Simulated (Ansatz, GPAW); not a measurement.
Given: the input of a run of Ansatz 0.2.0 on FeO (Wuestite). 

File input.yaml:

```yaml
crystal:
  lattice:
    - [0.0, 2.1554, 2.1554]
    - [2.1554, 0.0, 2.1554]
    - [2.1554, 2.1554, 0.0]
  atoms:
    - { symbol: Fe, position: [0.0, 0.0, 0.0], spin: 3.0 }
    - { symbol: O, position: [0.5, 0.5, 0.5] }
hamiltonian:
  xc: pbesol
  pseudopotentials: { kind: paw }
magnetization:
  spin_polarized: true
kpoints:
  mp_grid: { grid: [11, 11, 11] }
scf:
  occupations: { method: gaussian, width: 0.05 }
output:
  forces: true
  stress: true
  eigenvalues: true
```

Potentials or basis: Ansatz PAW.

The run is started by

```sh
$ ansatz run input.yaml --threads 2 --pin off --max-ram 5632MiB --backend cpu --events-out ev --progress --plain --runs-dir out
```

Problem. What does the same run look like in GPAW 26.7.0 (ASE script)? Potentials or basis there: PAW data sets generated for this functional, cutoff 800 eV.

Solution. As run (cutoffs and basis follow the program's own potentials, and thresholds, step limits or extra output files can differ):

File run.py:

```python
from ase.dft.bandgap import bandgap
from ase.io import read, write
from ase.units import GPa
from gpaw import GPAW, PW, setup_paths

setup_paths.insert(0, '.')

atoms = read('POSCAR')
atoms.set_initial_magnetic_moments([3.0, 0.0])

calc = GPAW(mode=PW(800),
            xc='PBEsol',
            kpts={'size': (11, 11, 11), 'gamma': True},
            occupations={'name': 'methfessel-paxton', 'order': 0, 'width': 0.05},
            nbands=17,
            convergence={'density': 1e-05, 'energy': 1e-05},
            maxiter=150,
            txt='gpaw.txt')
atoms.calc = calc
energy = atoms.get_potential_energy()
forces = atoms.get_forces()
stress = atoms.get_stress()
calc.write('gs.gpw')
write('result.traj', atoms)
print(f'Energy: {energy:.6f} eV')
print('Forces (eV/A):')
print(forces.round(4))
print('Stress (GPa):', (stress / GPa).round(3))
print('Moments:', calc.get_magnetic_moments().round(3))
print('Fermi level:', round(calc.get_fermi_level(), 4), 'eV')
print(f'Gap: {bandgap(calc)[0]:.4f} eV, direct: {bandgap(calc, direct=True)[0]:.4f} eV')
```

File POSCAR:

```
FeO
1.0
    0.0000000000      2.1554000000      2.1554000000
    2.1554000000      0.0000000000      2.1554000000
    2.1554000000      2.1554000000      0.0000000000
Fe O
1 1
Direct
    0.0000000000      0.0000000000      0.0000000000
    0.5000000000      0.5000000000      0.5000000000
```

Potentials or basis: PAW data sets generated in the run's folder for this functional, pw.

The run is started by

```console
$ gpaw-setup -f PBEsol Fe O
$ OMP_NUM_THREADS=1 python run.py
```

Both were run:

|  | Ansatz | GPAW |
| --- | --- | --- |
| Pressure | -8.6 GPa | -7.1 GPa |
| Net moment | 4.00 μB per cell | 4.00 μB per cell |

Ansatz's pressure holds a Pulay term of +0.67 GPa for its cutoff of 420 eV, which the other run lacks.

The potentials hold 22 and 14 valence electrons a cell.

Ansatz's potentials were made for PBE.

Where Ansatz's input types no cutoff or centring, it takes its own default and a Γ-centred mesh.

The magnetic state is the one that the start led to; the real crystal's order can differ.

Pressure is positive in compression.
